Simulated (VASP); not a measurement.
Wanted: the native input for a VASP 6.6.1 run.

| Property | Result |
| --- | --- |
| Task | relaxation of cell and atoms |
| Functional | PBE |
| Potentials or basis | VASP PAW PBE potentials, release 64 (Hg, Te) |
| Cutoff | 600 eV |
| k mesh | 10 × 10 × 10 |
| Occupations | gaussian, width 0.03 eV |
| Spin | no spin polarisation |
| Further INCAR settings | ALGO = Normal; EDIFF = 1e-06; IBRION = 2; EDIFFG = -0.01; NSW = 90; ISIF = 3 |

The structure of HgTe (Coloradoite) lies in POSCAR:

```
HgTe
1.0
    0.0000000000      3.2145000000      3.2145000000
    3.2145000000      0.0000000000      3.2145000000
    3.2145000000      3.2145000000      0.0000000000
Hg Te
1 1
Direct
    0.0000000000      0.0000000000      0.0000000000
    0.2500000000      0.2500000000      0.2500000000
```

The input as run:

INCAR

```
SYSTEM = HgTe
  PREC = Accurate
  ENCUT = 600
  EDIFF = 1E-6
  ISMEAR = 0
  SIGMA = 0.03
  LREAL = .False.
  LASPH = .True.
  NELM = 80
  ALGO = Normal
  ISIF = 3
  LWAVE = .False.
  LCHARG = .False.
  GGA = PE
  IBRION = 2
  NSW = 90
  EDIFFG = -0.01
```

KPOINTS

```
Automatic mesh
0
Gamma
  10 10 10
  0 0 0
```

Potentials or basis: VASP PAW PBE potentials, release 64 (Hg, Te).

Launch:

```console
$ cat potpaw_PBE.64/Hg/POTCAR potpaw_PBE.64/Te/POTCAR > POTCAR
$ mpirun -np 1 vasp_std > vasp.out
```

It gave:

The relaxed volume is 36.81 Å³/atom. The relaxed cell is a = 4.704 Å, b = 4.704 Å, c = 4.704 Å, α = 60.00°, β = 60.00°, γ = 60.00°, the space group after relaxing (to 0.05 Å) is F-43m (No. 216) and the energy gained by relaxing is 47.0 meV/atom. The ionic steps are 3, the pressure after relaxing is 0.0 GPa and the band gap on the k mesh is none (metal or under the smearing width).

Caveat: the volume moved by +11 % from the deposited cell, more than functionals usually miss.

It took 41 s on 1 thread of Intel(R) Xeon(R) 6975P-C (Granite Rapids), on a shared host, peak memory 0.25 GiB.
